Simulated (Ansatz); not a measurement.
Rocksalt RbCl, relaxed with r2SCAN: 5 runs in the PAW code Ansatz, each a construction of maximally localised Wannier functions. Space group Fm-3m (No. 225), cubic; conventional cell a = 6.612 Å, 36.13 Å³ an atom. Rb is surrounded by 6 Cl at 3.31 Å; Cl is surrounded by 6 Rb at 3.31 Å. No spin polarisation and no zero-point or thermal motion.

```
Rb Cl
1.0
     0.00000    3.30581    3.30581
     3.30581    0.00000    3.30581
     3.30581    3.30581    0.00000
Rb Cl
1 1
Direct
  0.00000 0.00000 0.00000
  0.50000 0.50000 0.50000
```

Windows count from the top of the filled bands; a dash means that no such window was set (without an outer window there is no disentanglement).

```tsv
functional	SCF mesh	trial orbitals	functions	mesh	window (eV)	frozen (eV)	Ω total (Å²)	Ω invariant (Å²)	largest spread (Å²)	least projectability
PBE	6×6×6	Cl s, Cl p	4	4×4×4	–	–	4.79	4.09	1.20	0.94
PBE	6×6×6	Cl s, Cl p	4	6×6×6	–	–	4.95	4.24	1.24	0.94
PBE	6×6×6	Cl p	3	4×4×4	–	–	4.52	4.50	1.51	0.98
r2SCAN	6×6×6	Cl s, Cl p	4	4×4×4	–	–	4.69	3.98	1.17	0.95
HSE06	4×4×4	Cl s, Cl p	4	4×4×4	–	–	4.67	3.96	1.17	0.95
```

For Cl s, Cl p with PBE the spread goes 4.79 Å² (4×4×4), 4.95 Å² (6×6×6): finite differences on a coarse mesh understate it.
